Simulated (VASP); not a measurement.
Output of a VASP run:

OSZICAR:
```
       N       E                     dE             d eps       ncg     rms          rms(c)
DAV:   1     0.969884850391E+02    0.96988E+02   -0.61865E+03   240   0.110E+03
DAV:   2     0.604843588956E+01   -0.90940E+02   -0.85965E+02   344   0.167E+02
DAV:   3    -0.974614029670E+00   -0.70230E+01   -0.70120E+01   316   0.536E+01
DAV:   4    -0.106505401508E+01   -0.90440E-01   -0.90427E-01   276   0.766E+00
DAV:   5    -0.106636797955E+01   -0.13140E-02   -0.13139E-02   316   0.959E-01    0.139E+00
DAV:   6    -0.928874729002E+00    0.13749E+00   -0.19035E-01   268   0.199E+00    0.974E-01
DAV:   7    -0.899282986341E+00    0.29592E-01   -0.13791E-01   272   0.177E+00    0.518E-01
DAV:   8    -0.901207223227E+00   -0.19242E-02   -0.93445E-03   268   0.683E-01    0.725E-02
DAV:   9    -0.901434086131E+00   -0.22686E-03   -0.99871E-04   272   0.203E-01    0.685E-02
DAV:  10    -0.901505049620E+00   -0.70963E-04   -0.97774E-05   272   0.799E-02    0.128E-02
DAV:  11    -0.901504373489E+00    0.67613E-06   -0.23466E-05   288   0.281E-02    0.370E-03
DAV:  12    -0.901504993865E+00   -0.62038E-06   -0.24373E-06   268   0.125E-02
   1 F= -.90150499E+00 E0= -.90150499E+00  d E =-.901505E+00
       N       E                     dE             d eps       ncg     rms          rms(c)
DAV:   1    -0.906778518427E+00   -0.52741E-02   -0.87643E-02   240   0.171E+00    0.310E-01
DAV:   2    -0.903055474587E+00    0.37230E-02   -0.52260E-03   244   0.420E-01    0.129E-01
DAV:   3    -0.902048790661E+00    0.10067E-02   -0.32508E-03   240   0.312E-01    0.717E-02
DAV:   4    -0.902043796288E+00    0.49944E-05   -0.42106E-05   268   0.455E-02    0.532E-02
DAV:   5    -0.902039751895E+00    0.40444E-05   -0.22580E-05   264   0.286E-02    0.812E-03
DAV:   6    -0.902039849768E+00   -0.97873E-07   -0.20108E-06   176   0.892E-03
   2 F= -.90203985E+00 E0= -.90203985E+00  d E =-.534856E-03
       N       E                     dE             d eps       ncg     rms          rms(c)
DAV:   1    -0.904493076791E+00   -0.24533E-02   -0.43179E-02   240   0.120E+00    0.218E-01
DAV:   2    -0.902656232635E+00    0.18368E-02   -0.25704E-03   244   0.295E-01    0.912E-02
DAV:   3    -0.902159225987E+00    0.49701E-03   -0.16054E-03   240   0.220E-01    0.502E-02
DAV:   4    -0.902157370247E+00    0.18557E-05   -0.20639E-05   256   0.319E-02    0.375E-02
DAV:   5    -0.902155884751E+00    0.14855E-05   -0.11164E-05   272   0.202E-02    0.557E-03
DAV:   6    -0.902156021127E+00   -0.13638E-06   -0.98745E-07   136   0.627E-03
   3 F= -.90215602E+00 E0= -.90215602E+00  d E =-.651027E-03
```

File OUTCAR:
```
------------------------ aborting loop because EDIFF is reached ----------------------------------------
  FORCE on cell =-STRESS in cart. coord.  units (eV):
  Direction    XX          YY          ZZ          XY          YZ          ZX
  --------------------------------------------------------------------------------------
  Total       -0.0019929     -0.0019929     -0.0019929     -0.0000000     -0.0000000     -0.0000000
  in kB       -0.0338724     -0.0338724     -0.0338724     -0.0000000     -0.0000000     -0.0000000
  external PRESSURE =      -0.0338724 kB  Pullay stress =       0.0000000 kB
  volume of cell :       94.26
      direct lattice vectors                 reciprocal lattice vectors
     4.551090910  0.000000000  0.000000000     0.219727538  0.000000000 -0.000000000
    -0.000000000  4.551090910  0.000000000    -0.000000000  0.219727538  0.000000000
     0.000000000  0.000000000  4.551090910    -0.000000000 -0.000000000  0.219727538
 POSITION                                       TOTAL-FORCE (eV/Angst)
 -----------------------------------------------------------------------------------
      0.00000      0.00000      0.00000         0.000000      0.000000      0.000000
      2.27555      2.27555      2.27555        -0.000000      0.000000      0.000000
 -----------------------------------------------------------------------------------
    total drift:                               -0.000000      0.000000      0.000000
  FREE ENERGIE OF THE ION-ELECTRON SYSTEM (eV)
  ---------------------------------------------------
  free  energy   TOTEN  =        -0.9021560211 eV

  energy  without entropy=       -0.9021560211  energy(sigma->0) =       -0.90215602

 reached required accuracy - stopping structural energy minimisation
```
(Selected blocks of OUTCAR.)

File POSCAR:
```
CsI
1
    4.5700000000     0.0000000000     0.0000000000
    0.0000000000     4.5700000000     0.0000000000
    0.0000000000     0.0000000000     4.5700000000
Cs I
1 1
Direct
  0.0000000000   0.0000000000   0.0000000000
  0.5000000000   0.5000000000   0.5000000000
```

Question: Reconstruct the remaining input files.

Answer: This is not unique; one that fits is the input of the run itself, optB88-vdW, plane waves, VASP's PBE PAW potentials (set 64).

**INCAR**
```
# general
SYSTEM   = CsI
PREC     = Accurate
ENCUT    = 520
LREAL    = F
LASPH    = T

# electronic loop
EDIFF    = 1E-6
NELM     = 100
ALGO     = Normal
LMAXMIX  = 4

# smearing
ISMEAR   = 0
SIGMA    = 0.05

# functional
GGA      = BO
LUSE_VDW = T
AGGAC    = 0.0
PARAM1   = 0.1833333333
PARAM2   = 0.22

# ions
IBRION   = 2
NSW      = 60
ISIF     = 3
EDIFFG   = -0.01

# output
LWAVE    = F
LCHARG   = F
```

File KPOINTS:
```
Automatic mesh
0
Gamma
5 5 5
0 0 0
```

POTCAR, in this order: Cs_sv I (PBE.64 set). Program: vasp_std.

The compound is CsI in the CsCl type structure. This run relaxes it. Symmetry was kept, so distortions that lower it aren't found.
